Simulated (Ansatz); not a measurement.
**BeSe: Se jump into a vacancy**

Level of theory: Ansatz 0.2.0, DFT PBE, scalar-relativistic, plane waves, PAW. Settings: plane waves to 420 eV, k-mesh 4×4×4 (Γ-centred), Gaussian smearing 0.05 eV. No spin polarisation.

The perfect supercell:

```xyz
16
Lattice="0.0000 5.1777 -5.1777 5.1777 5.1777 0.0000 5.1777 0.0000 -5.1777" Properties=species:S:1:pos:R:3 pbc="T T T"
Be    2.5888    0.0000   -2.5888
Be    5.1777    2.5888   -2.5888
Be    2.5888    2.5888   -5.1777
Be    5.1777    5.1777   -5.1777
Be    0.0000    0.0000    0.0000
Be    2.5888    2.5888    0.0000
Be    0.0000    2.5888   -2.5888
Be    2.5888    5.1777   -2.5888
Se    1.2944    1.2944   -1.2944
Se    3.8833    3.8833   -1.2944
Se    1.2944    3.8833   -3.8833
Se    3.8833    6.4721   -3.8833
Se    3.8833    1.2944   -3.8833
Se    6.4721    3.8833   -3.8833
Se    3.8833    3.8833   -6.4721
Se    6.4721    6.4721   -6.4721
```

Atom 9 (Se) is removed, leaving a vacancy of charge +2 (uniform background), and atom 11 jumps 3.66 Å into it. The vacancy and the half-way point are each relaxed at fixed cell, keeping their symmetry. The supercell is small, and one in 8 of its Se atoms is missing. It repeats after two jumps, so the jumping atom has a vacancy on both sides, which can shift the barrier from that beside a lone vacancy.

(1) How high does the half-way point lie?

Answers

(1) 2.05 eV above the relaxed vacancy, with the jumping atom 0.26 Å off the straight line. This is the barrier if that point is a first-order saddle, which wasn't checked.

Cost: 2 runs of about 7.1 core-minutes in all, on Arm Neoverse V1 (shared hosts).